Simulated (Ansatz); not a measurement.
## Electrons against holes in BaO — Ansatz, plane waves and PAW

Space group Fm-3m (No. 225), 2 atoms in the cell of the first input below: a = 3.889 Å, b = 3.889 Å, c = 3.889 Å, α = 60.00°, β = 60.00°, γ = 60.00°.

The cell was built from a prototype of a structure type listed for this compound, at its measured volume, taken without relaxation (pressure -0.4 GPa with this functional, without spin–orbit coupling). Functional: PBEsol.

Spin–orbit coupling is left out. Kohn–Sham gap between the band edges found on a fine mesh: 1.86 eV.

Levels at points 0.012 Å⁻¹ about the band edges give the masses:

```yaml
crystal:
  lattice:
    - [0.0, 2.7500011019, 2.7500011019]
    - [2.7500011019, 0.0, 2.7500011019]
    - [2.7500011019, 2.7500011019, 0.0]
  atoms:
    - { symbol: Ba, position: [0.5, 0.5, 0.5] }
    - { symbol: O, position: [0.0, 0.0, 0.0] }
basis:
  ecutwfc: 420
  ecutrho_ratio: 4
kpoints:
  mp_grid: { grid: [10, 10, 10] }
hamiltonian:
  xc: pbesol
scf:
  occupations: { method: gaussian, width: 0.05 }
output:
  forces: true
  stress: true
  eigenvalues: true
  eigenstates:
    kpoints:
      - [0.0, -0.5, -0.5]
      - [0.0, -0.494747885, -0.494747885]
      - [0.0, -0.505252115, -0.505252115]
      - [0.005252115, -0.5, -0.494747885]
      - [-0.005252115, -0.5, -0.505252115]
      - [0.005252115, -0.494747885, -0.5]
      - [-0.005252115, -0.505252115, -0.5]
      - [0.003713806, -0.496286194, -0.492572387]
      - [-0.003713806, -0.503713806, -0.507427613]
      - [0.003713806, -0.492572387, -0.496286194]
      - [-0.003713806, -0.507427613, -0.503713806]
      - [0.007427613, -0.496286194, -0.496286194]
      - [-0.007427613, -0.503713806, -0.503713806]
      - [0.00606462, -0.49393538, -0.49393538]
      - [-0.00606462, -0.50606462, -0.50606462]
      - [0.0, -0.5, -0.5]
      - [0.0, -0.494747885, -0.494747885]
      - [0.0, -0.505252115, -0.505252115]
      - [0.005252115, -0.5, -0.494747885]
      - [-0.005252115, -0.5, -0.505252115]
      - [0.005252115, -0.494747885, -0.5]
      - [-0.005252115, -0.505252115, -0.5]
      - [0.003713806, -0.496286194, -0.492572387]
      - [-0.003713806, -0.503713806, -0.507427613]
      - [0.003713806, -0.492572387, -0.496286194]
      - [-0.003713806, -0.507427613, -0.503713806]
      - [0.007427613, -0.496286194, -0.496286194]
      - [-0.007427613, -0.503713806, -0.503713806]
      - [0.00606462, -0.49393538, -0.49393538]
      - [-0.00606462, -0.50606462, -0.50606462]
    de_dk: true
    e_range: [-1.529547477576, 1.529547477534]
```

```bash
ansatz run input.yaml --threads 4 --pin off --max-ram 9216MiB --backend cpu --events-out ev --progress --plain --runs-dir out
```

Time: 1.3 s on 4 threads of Arm Neoverse V1, on a shared host, peak memory 0.32 GiB.

Edges at k = (0.000, -0.500, -0.500) and (0.000, -0.500, -0.500); masses in electron masses along fixed Cartesian directions (which need not be the axes of a valley), negative for hole-like bands, for at most the three nearest levels of the same spin at these k-points, within 0.3 eV:

| edge | band | from the edge (meV) | degeneracy | x | y | z | 111 |
| --- | --- | --- | --- | --- | --- | --- | --- |
| valence | 1 | 0 | 1 | -0.397 | -3.5 | -3.5 | -0.970 |
| valence | 2 | 262 | 2 | -3.7 | -3.7 | -3.7 | -1.136 |
| valence | 3 | 262 | 2 | -3.7 | -0.373 | -0.373 | -0.786 |
| conduction | 1 | 0 | 1 | 1.229 | 0.382 | 0.382 | 0.496 |

These curvatures agree with the slopes at the same points. They hold at the edge alone, and further out the bands need not be parabolic. Degenerate bands can be warped: each is named by its order in energy along a direction and has no mass tensor of its own.

The states of the whole zone with their velocity products:

```yaml
crystal:
  lattice:
    - [0.0, 2.7500011019, 2.7500011019]
    - [2.7500011019, 0.0, 2.7500011019]
    - [2.7500011019, 2.7500011019, 0.0]
  atoms:
    - { symbol: Ba, position: [0.5, 0.5, 0.5] }
    - { symbol: O, position: [0.0, 0.0, 0.0] }
basis:
  ecutwfc: 420
  ecutrho_ratio: 4
kpoints:
  mp_grid: { grid: [10, 10, 10] }
hamiltonian:
  xc: pbesol
scf:
  occupations: { method: gaussian, width: 0.05 }
output:
  forces: true
  stress: true
  eigenvalues: true
  states_by_energy: { minimum_broadening: 0.025 }
```

```bash
ansatz run input.yaml --threads 4 --pin off --max-ram 9216MiB --backend cpu --events-out ev --progress --plain --runs-dir out
```

Time: 73 s on 4 threads of Arm Neoverse V1 (shared host), peak memory 0.85 GiB.

From that table, at a constant relaxation time τ with Fermi–Dirac weights and rigid bands:

```json
{"T (K)": "300", "doping (cm⁻³)": "n 1e19", "μ − E_F (eV)": "0.902", "σ_xx/τ (10²⁰/Ω m s)": "0.00561", "S_xx (μV/K)": "-318", "Lorenz (10⁻⁸ V²/K²)": "1.88", "ħω_p,xx (eV)": "0.166"}
{"T (K)": "300", "doping (cm⁻³)": "p 1e19", "μ − E_F (eV)": "-0.857", "σ_xx/τ (10²⁰/Ω m s)": "0.00282", "S_xx (μV/K)": "464", "Lorenz (10⁻⁸ V²/K²)": "1.92", "ħω_p,xx (eV)": "0.118"}
{"T (K)": "300", "doping (cm⁻³)": "n 1e20", "μ − E_F (eV)": "0.986", "σ_xx/τ (10²⁰/Ω m s)": "0.0557", "S_xx (μV/K)": "-139", "Lorenz (10⁻⁸ V²/K²)": "2.05", "ħω_p,xx (eV)": "0.522"}
{"T (K)": "300", "doping (cm⁻³)": "p 1e20", "μ − E_F (eV)": "-0.921", "σ_xx/τ (10²⁰/Ω m s)": "0.0282", "S_xx (μV/K)": "270", "Lorenz (10⁻⁸ V²/K²)": "1.96", "ħω_p,xx (eV)": "0.371"}
{"T (K)": "300", "doping (cm⁻³)": "n 1e21", "μ − E_F (eV)": "1.230", "σ_xx/τ (10²⁰/Ω m s)": "0.535", "S_xx (μV/K)": "-36", "Lorenz (10⁻⁸ V²/K²)": "2.38", "ħω_p,xx (eV)": "1.619"}
{"T (K)": "300", "doping (cm⁻³)": "p 1e21", "μ − E_F (eV)": "-1.021", "σ_xx/τ (10²⁰/Ω m s)": "0.276", "S_xx (μV/K)": "107", "Lorenz (10⁻⁸ V²/K²)": "2.22", "ħω_p,xx (eV)": "1.162"}
{"T (K)": "600", "doping (cm⁻³)": "n 1e19", "μ − E_F (eV)": "0.817", "σ_xx/τ (10²⁰/Ω m s)": "0.00554", "S_xx (μV/K)": "-407", "Lorenz (10⁻⁸ V²/K²)": "1.85", "ħω_p,xx (eV)": "0.165"}
{"T (K)": "600", "doping (cm⁻³)": "p 1e19", "μ − E_F (eV)": "-0.725", "σ_xx/τ (10²⁰/Ω m s)": "0.00273", "S_xx (μV/K)": "569", "Lorenz (10⁻⁸ V²/K²)": "2.20", "ħω_p,xx (eV)": "0.116"}
{"T (K)": "600", "doping (cm⁻³)": "n 1e20", "μ − E_F (eV)": "0.953", "σ_xx/τ (10²⁰/Ω m s)": "0.0551", "S_xx (μV/K)": "-215", "Lorenz (10⁻⁸ V²/K²)": "1.93", "ħω_p,xx (eV)": "0.520"}
{"T (K)": "600", "doping (cm⁻³)": "p 1e20", "μ − E_F (eV)": "-0.847", "σ_xx/τ (10²⁰/Ω m s)": "0.0273", "S_xx (μV/K)": "373", "Lorenz (10⁻⁸ V²/K²)": "2.22", "ħω_p,xx (eV)": "0.365"}
{"T (K)": "600", "doping (cm⁻³)": "n 1e21", "μ − E_F (eV)": "1.224", "σ_xx/τ (10²⁰/Ω m s)": "0.533", "S_xx (μV/K)": "-70", "Lorenz (10⁻⁸ V²/K²)": "2.26", "ħω_p,xx (eV)": "1.615"}
{"T (K)": "600", "doping (cm⁻³)": "p 1e21", "μ − E_F (eV)": "-0.992", "σ_xx/τ (10²⁰/Ω m s)": "0.268", "S_xx (μV/K)": "193", "Lorenz (10⁻⁸ V²/K²)": "2.36", "ħω_p,xx (eV)": "1.145"}
{"T (K)": "900", "doping (cm⁻³)": "n 1e19", "μ − E_F (eV)": "0.711", "σ_xx/τ (10²⁰/Ω m s)": "0.00547", "S_xx (μV/K)": "-459", "Lorenz (10⁻⁸ V²/K²)": "1.85", "ħω_p,xx (eV)": "0.164"}
{"T (K)": "900", "doping (cm⁻³)": "p 1e19", "μ − E_F (eV)": "-0.565", "σ_xx/τ (10²⁰/Ω m s)": "0.00261", "S_xx (μV/K)": "645", "Lorenz (10⁻⁸ V²/K²)": "2.27", "ħω_p,xx (eV)": "0.113"}
{"T (K)": "900", "doping (cm⁻³)": "n 1e20", "μ − E_F (eV)": "0.904", "σ_xx/τ (10²⁰/Ω m s)": "0.0545", "S_xx (μV/K)": "-265", "Lorenz (10⁻⁸ V²/K²)": "1.89", "ħω_p,xx (eV)": "0.517"}
{"T (K)": "900", "doping (cm⁻³)": "p 1e20", "μ − E_F (eV)": "-0.745", "σ_xx/τ (10²⁰/Ω m s)": "0.026", "S_xx (μV/K)": "448", "Lorenz (10⁻⁸ V²/K²)": "2.27", "ħω_p,xx (eV)": "0.357"}
{"T (K)": "900", "doping (cm⁻³)": "n 1e21", "μ − E_F (eV)": "1.212", "σ_xx/τ (10²⁰/Ω m s)": "0.53", "S_xx (μV/K)": "-100", "Lorenz (10⁻⁸ V²/K²)": "2.14", "ħω_p,xx (eV)": "1.610"}
{"T (K)": "900", "doping (cm⁻³)": "p 1e21", "μ − E_F (eV)": "-0.941", "σ_xx/τ (10²⁰/Ω m s)": "0.256", "S_xx (μV/K)": "261", "Lorenz (10⁻⁸ V²/K²)": "2.28", "ħω_p,xx (eV)": "1.120"}
```

Question: Which of the dopings listed at 300 K has the largest power factor S²σ/τ along x?

Answer: n 1e19: 0.57, p 1e19: 0.61, n 1e20: 1.1, p 1e20: 2, n 1e21: 0.68, p 1e21: 3.1 (10¹¹ W/m K² s), so p 1e21 cm⁻³, if τ is the same for all.

Caveats: melting, decomposition and changes of phase at these temperatures weren't checked; no scattering is computed, and the gap isn't corrected; no spin-orbit coupling, which matters for these elements.

Both band edges lie at X, but their anisotropies are opposite: electrons are heavy along the valley axis (1.229) and light across it (0.382), while holes are light along it (-0.397) and heavy across it (-3.5). This fits a conduction edge of Ba 5d character with lobes in the transverse plane, and an O 2p valence edge directed along the axis, probably pushed up by mixing with Ba 5p.

With equally many equivalent valleys for both carriers, the two heavy directions give holes the larger density of states and so the larger thermopower at equal concentration. At 300 K this outweighs their roughly halved σ/τ at every listed doping, though barely at the lowest. The hole power factor is still rising at the highest concentration, so its optimum isn't bracketed.

The gap is far below experiment, as expected of a semilocal functional, which probably makes the light masses too small as well. The larger density of states that favours holes here would also tend to increase their scattering, so a real p-type advantage doesn't follow.
